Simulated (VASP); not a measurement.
# O in VASP: single point with rev-vdW-DF2

Aim: the single point of O with rev-vdW-DF2.

Program: VASP 6.6.1. These are calculated values, not measurements. Logs are shortened: lines on timing, memory, paths and dates and some standing lists are left out, and cuts for length are marked.

**1. Starting point**

The cell holds a molecule_in_box, 1 atom: a = 14.000 Å, b = 14.500 Å, c = 15.000 Å, α = 90.00°, β = 90.00°, γ = 90.00°.

**2. Single point, rev-vdW-DF2, collinear spin, ferromagnetic start**

Contents of INCAR:

```
SYSTEM = O
AGGAC = 0.0 ; ALGO = Normal
AMIX = 0.2 ; AMIX_MAG = 0.8
BMIX = 1E-4 ; BMIX_MAG = 1E-4
EDIFF = 1E-6 ; ENCUT = 450
GGA = MK ; ISIF = 2
ISMEAR = 0 ; ISPIN = 2
ISYM = 0 ; LASPH = .True.
LCHARG = .False. ; LORBIT = 11
LREAL = .False. ; LUSE_VDW = .True.
LWAVE = .False. ; MAGMOM = 2
NELM = 200 ; PARAM1 = 0.1234
PARAM2 = 0.711357 ; PREC = Accurate
SIGMA = 0.005 ; ZAB_VDW = -1.8867
```

Contents of KPOINTS:

```
k-points
0
Gamma
  1 1 1
  0 0 0
```

Contents of POSCAR:

```
O
1.0
   14.0000000000      0.0000000000      0.0000000000
    0.0000000000     14.5000000000      0.0000000000
    0.0000000000      0.0000000000     15.0000000000
O
1
Direct
    0.5000000000      0.5000000000      0.5000000000
```

Potentials or basis: VASP PAW PBE potentials, release 64 (O).

Run with:

```
$ cat potpaw_PBE.64/O/POTCAR > POTCAR
$ mpirun -np 2 vasp_gam > vasp.out
```

OUTCAR:

```text
SYSTEM = O
   AMIX = 0.2
   AMIX_MAG = 0.8
   EDIFF = 1E-6
   ENCUT = 450
   GGA = MK
   ISIF = 2
   ISMEAR = 0
   ISPIN = 2
   ISYM = 0
   LASPH = .True.
   LORBIT = 11
   LREAL = .False.
   NELM = 200
   PREC = Accurate

 ion  position               nearest neighbor table
   1  0.500  0.500  0.500-

IMPORTANT INFORMATION: All symmetrisations will be switched off!
NOSYMM: (Re-)initialisation of all symmetry stuff for point group C_1.

----------------------------------------------------------------------------------------

                                     Primitive cell

  volume of cell :    3045.0000

  direct lattice vectors                    reciprocal lattice vectors
    14.000000000  0.000000000  0.000000000     0.071428571  0.000000000  0.000000000
     0.000000000 14.500000000  0.000000000     0.000000000  0.068965517  0.000000000
     0.000000000  0.000000000 15.000000000     0.000000000  0.000000000  0.066666667

  length of vectors
    14.000000000 14.500000000 15.000000000     0.071428571  0.068965517  0.066666667

  position of ions in fractional coordinates (direct lattice)
     0.500000000  0.500000000  0.500000000

  ion indices of the primitive-cell ions
   primitive index   ion index
                 1           1

----------------------------------------------------------------------------------------

 KPOINTS: k-points

Automatic generation of k-mesh.
 Grid dimensions read from file:
 generate k-points for:    1    1    1

 Generating k-lattice:

  Cartesian coordinates                     Fractional coordinates (reciprocal lattice)
     0.071428571  0.000000000  0.000000000     1.000000000  0.000000000  0.000000000
     0.000000000  0.068965517  0.000000000     0.000000000  1.000000000  0.000000000
     0.000000000  0.000000000  0.066666667     0.000000000  0.000000000  1.000000000

  Length of vectors
     0.071428571  0.068965517  0.066666667

  Shift w.r.t. Gamma in fractional coordinates (k-lattice)
     0.000000000  0.000000000  0.000000000

 Subroutine IBZKPT returns following result:
 ===========================================

 Found      1 irreducible k-points:

 Following reciprocal coordinates:
            Coordinates               Weight
  0.000000  0.000000  0.000000      1.000000
   k-points           NKPTS =      1   k-points in BZ     NKDIM =      1   number of bands    NBANDS=      8
   number of dos      NEDOS =    301   number of ions     NIONS =      1
   total plane-waves  NPLWV = ******
   dimension x,y,z NGX =    98 NGY =  100 NGZ =  108
   dimension x,y,z NGXF=   196 NGYF=  200 NGZF=  216
   ions per type =               1
   NGX,Y,Z   is equivalent  to a cutoff of  11.64, 11.47, 11.97 a.u.
   NGXF,Y,Z  is equivalent  to a cutoff of  23.27, 22.93, 23.94 a.u.
 SYSTEM =  O
   PREC   = accura    normal or accurate (medium, high low for compatibility)
   ISTART =      0    job   : 0-new  1-cont  2-samecut
   ICHARG =      2    charge: 1-file 2-atom 10-const
   ISPIN  =      2    spin polarized calculation?
   LNONCOLLINEAR =      F non collinear calculations
   LSORBIT =      F    spin-orbit coupling
   LASPH  =      T    aspherical Exc in radial PAW
   ENCUT  =  450.0 eV  33.07 Ry    5.75 a.u.  24.22 25.08 25.95*2*pi/ulx,y,z
   NELM   =    200;   NELMIN=  2; NELMDL= -5     # of ELM steps
   EDIFF  = 0.1E-05   stopping-criterion for ELM
   LREAL  =      F    real-space projection
   EDIFFG = 0.1E-04   stopping-criterion for IOM
   NSW    =      0    number of steps for IOM
   IBRION =     -1    ionic relax: 0-MD 1-quasi-New 2-CG
   NFREE  =      0    steps in history (QN), initial steepest desc. (CG)
   ISIF   =      2    stress and relaxation
   ISYM   =      0    0-nonsym 1-usesym 2-fastsym
   POTIM  = 0.5000    time-step for ionic-motion
   TEBEG  =    0.0;   TEEND  =   0.0 temperature during run
   PSTRESS=    0.0 pullay stress
   NELECT =       6.0000    total number of electrons
   NUPDOWN=      -1.0000    fix difference up-down
   EMIN   =  10.00;   EMAX   =-10.00  energy-range for DOS
   EFERMI =   0.00;   METHOD = LEGACY
   ISMEAR =     0;   SIGMA  =   0.01  broadening in eV -4-tet -1-fermi 0-gaus
   EFERMI_NEDOS =   21; number of points for ismear=-14 and -15
   IALGO  =     38    algorithm
   IMIX   =      4    mixing-type and parameters
     AMIX     =   0.20;   BMIX     =  0.00
     AMIX_MAG =   0.80;   BMIX_MAG =  0.00
  volume/ion in A,a.u.               =    3045.00     20548.67
  Fermi-wavevector in a.u.,A,eV,Ry     =   0.205240  0.387848  0.573127  0.042124
  Thomas-Fermi vector in A             =   0.966018
   LORBIT       =     11    0 simple, 1 ext, 2 COOP (PROOUT), +10 PAW based schemes
   GGA     = MK    functional components
   LHFCALC =     F    Hartree Fock is set to
   AEXX    =    0.0000 exact exchange contribution
   IVDW_NL    =     1    kernel type
   BPARAM     = 6.3000
   IVDW    =     0    specifies the selected vdW correction
   LEPSILON=     F    determine dielectric tensor
   LRPA    =     F    only Hartree local field effects (RPA)
 spin polarized calculation
 Gauss-broadening in eV      SIGMA  =   0.01
  energy-cutoff  :      450.00
  volume of cell :     3045.00
 maximum number of plane-waves:     33027
 NGX is ok and might be reduce to    98
   NGX = 49   NGY = 51   NGZ = 51

 number of electron       6.0000006 magnetization       2.0000003

 Free energy of the ion-electron system (eV)
  ---------------------------------------------------
  ext. energy  EPLUGINS =         0.00000000
  ---------------------------------------------------
  free energy    TOTEN  =        -0.28527118 eV

  energy without entropy =       -0.28527118  energy(sigma->0) =       -0.28527118

 E-fermi :  -7.5915     XC(G=0):  -0.3686

 val. band max:       -7.6395839630   @ k =   0.0000   0.0000   0.0000
 cond. band min:      -6.7857996869   @ k =   0.0000   0.0000   0.0000
 fundamental gap:      0.8537842760
 Fermi energy:        -7.5915381278

 spin component 1

 k-point     1 :       0.0000    0.0000    0.0000
  band No.  band energies     occupation
      1     -25.1030      1.00000
      2     -10.8742      1.00000
      3     -10.8738      1.00000
      4      -8.9748      1.00000
      5      -0.5665      0.00000
      6       0.0610      0.00000
      7       0.2767      0.00000
      8       0.3123      0.00000
 Fermi energy:        -7.5915381278

 spin component 2

 k-point     1 :       0.0000    0.0000    0.0000
  band No.  band energies     occupation
      1     -21.7098      1.00000
      2      -7.6396      1.00000
      3      -6.7858      0.00000
      4      -6.7854      0.00000
      5      -0.3916      0.00000
      6       0.2252      0.00000
      7       0.4328      0.00000
      8       0.4892      0.00000

------------------------ aborting loop because EDIFF is reached ----------------------------------------

  FORCE on cell =-STRESS in cart. coord.  units (eV):
  Direction    XX          YY          ZZ          XY          YZ          ZX
  --------------------------------------------------------------------------------------
  -------------------------------------------------------------------------------------
  Total       -0.3017945     -0.2704510     -0.2861047     -0.0215978     -0.0168070     -0.0338378
  in kB       -0.1587942     -0.1423023     -0.1505387     -0.0113640     -0.0088433     -0.0178043
  external PRESSURE =      -0.1505451 kB  Pullay stress =       0.0000000 kB

 VOLUME and BASIS-vectors are now :
 -----------------------------------------------------------------------------
  energy-cutoff  :      450.00
  volume of cell :     3045.00
      direct lattice vectors                 reciprocal lattice vectors
    14.000000000  0.000000000  0.000000000     0.071428571  0.000000000  0.000000000
     0.000000000 14.500000000  0.000000000     0.000000000  0.068965517  0.000000000
     0.000000000  0.000000000 15.000000000     0.000000000  0.000000000  0.066666667

 POSITION                                       TOTAL-FORCE (eV/Angst)
 -----------------------------------------------------------------------------------
      7.00000      7.25000      7.50000        -0.000000      0.000001     -0.000001
 -----------------------------------------------------------------------------------
    total drift:                               -0.000000      0.000001     -0.000001

  FREE ENERGIE OF THE ION-ELECTRON SYSTEM (eV)
  ---------------------------------------------------
  free  energy   TOTEN  =        -0.2852711800 eV

  energy  without entropy=       -0.2852711800  energy(sigma->0) =       -0.28527118

Total vdW correction in eV:      1.4711784

 total charge

# of ion       s       p       d       tot
------------------------------------------
    1        1.628   2.928   0.000   4.556

 magnetization (x)

# of ion       s       p       d       tot
------------------------------------------
    1        0.016   1.530   0.000   1.546
```

OSZICAR:

```text
N       E                     dE             d eps       ncg     rms          rms(c)
DAV:   1     0.503754987793E+02    0.50375E+02   -0.97604E+02    48   0.276E+02
DAV:   2     0.234566205068E+02   -0.26919E+02   -0.24332E+02    48   0.460E+01
[... 15 lines left out ...]
DAV:  18    -0.285249567937E+00   -0.29359E-03   -0.43613E-05    48   0.635E-02    0.978E-03
DAV:  19    -0.285277731564E+00   -0.28164E-04   -0.20172E-06    48   0.125E-02    0.115E-02
DAV:  20    -0.285241019107E+00    0.36712E-04   -0.10418E-05    32   0.230E-02    0.665E-03
DAV:  21    -0.285265578445E+00   -0.24559E-04   -0.78926E-07    32   0.898E-03    0.419E-03
DAV:  22    -0.285271201275E+00   -0.56228E-05   -0.18603E-07    48   0.304E-03    0.400E-03
DAV:  23    -0.285271180025E+00    0.21251E-07   -0.34787E-08    32   0.118E-03
   1 F= -.28527118E+00 E0= -.28527118E+00  d E =-.111766E-42  mag=     2.0000
```

Wall time 14 min (2 MPI ranks of AMD EPYC 9R45 (Zen 5), shared host); peak memory 3.7 GiB.

Results:

- Free energy: -0.2853 eV
- Gap between the frontier levels: 0.85 eV
- Net moment: 2.00 μB per cell
- Site moments: O +1.55 μB
- Valence electrons inside the program's atomic spheres: O 4.56

Levels at points of the mesh, in eV from the valence-band top:
Spin up:
| k point | band 1 | band 2 | band 3 | band 4 | band 5 | band 6 | band 7 | band 8 |
| --- | --- | --- | --- | --- | --- | --- | --- | --- |
| (0.00, 0.00, 0.00) | -17.46 | -3.23 | -3.23 | -1.34 | 7.07 | 7.70 | 7.92 | 7.95 |
Spin down:
| k point | band 1 | band 2 | band 3 | band 4 | band 5 | band 6 | band 7 |
| --- | --- | --- | --- | --- | --- | --- | --- |
| (0.00, 0.00, 0.00) | -14.07 | 0.00 | 0.85 | 0.85 | 7.25 | 7.86 | 8.07 |

Caveat: the cutoff is under 1.25 times the usual one of these potentials, so pressure, stress and relaxed cells hold a basis-set (Pulay) error; the PAW data sets were made with another functional, which shifts forces and pressure a little.
